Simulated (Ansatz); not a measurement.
# BP: relaxation of cell and atoms with LDA

The system is BP.

```
P B
1.0
     0.00000    2.26900    2.26900
     2.26900    0.00000    2.26900
     2.26900    2.26900    0.00000
P B
1 1
Direct
  0.75000 0.75000 0.75000
  0.00000 0.00000 0.00000
```

* Program: Ansatz 0.2.0
* Task: relaxation of cell and atoms
* Functional: LDA
* Potentials or basis: all-electron LAPW, scalar-relativistic
* Basis error allowed: 0.001 eV/atom
* k mesh: 10 × 10 × 10
* Occupations: fermi-dirac, width 0.05 eV
* Spin: no spin polarisation

| Item | Value |
| --- | --- |
| Relaxed volume | 11.32 Å³/atom |
| Relaxed cell | a = 3.175 Å, b = 3.175 Å, c = 3.175 Å, α = 60.00°, β = 60.00°, γ = 60.00° |
| Space group after relaxing (to 0.05 Å) | F-43m (No. 216) |
| Energy gained by relaxing | 6.1 meV/atom |
| Ionic steps | 5 |
| Pressure after relaxing | 0.0 GPa |
| Band gap on the k mesh | 1.15 eV |

Step by step:
```
step  energy change (eV)  largest force (eV/Å)  volume (Å³)
   1              0.0000                0.0000        23.36
   2             -0.0098                0.0000        22.96
   3             -0.0122                0.0000        22.62
   4             -0.0122                0.0000        22.63
   5             -0.0122                0.0000        22.63
```

Final structure:
```yaml
crystal:
  lattice:
    - [0.00000, 2.24517, 2.24517]
    - [2.24517, 0.00000, 2.24517]
    - [2.24517, 2.24517, 0.00000]
  atoms:
    - { symbol: P, position: [0.75000, 0.75000, 0.75000] }
    - { symbol: B, position: [0.00000, 0.00000, 0.00000] }
```

It took 36 s on 1 thread of Intel(R) Xeon(R) Processor @ 2.50GHz (Skylake/Cascade Lake), on a shared host, peak memory 0.26 GiB.

A k mesh can miss the band edges. Zero-point motion and thermal expansion aren't in these numbers.
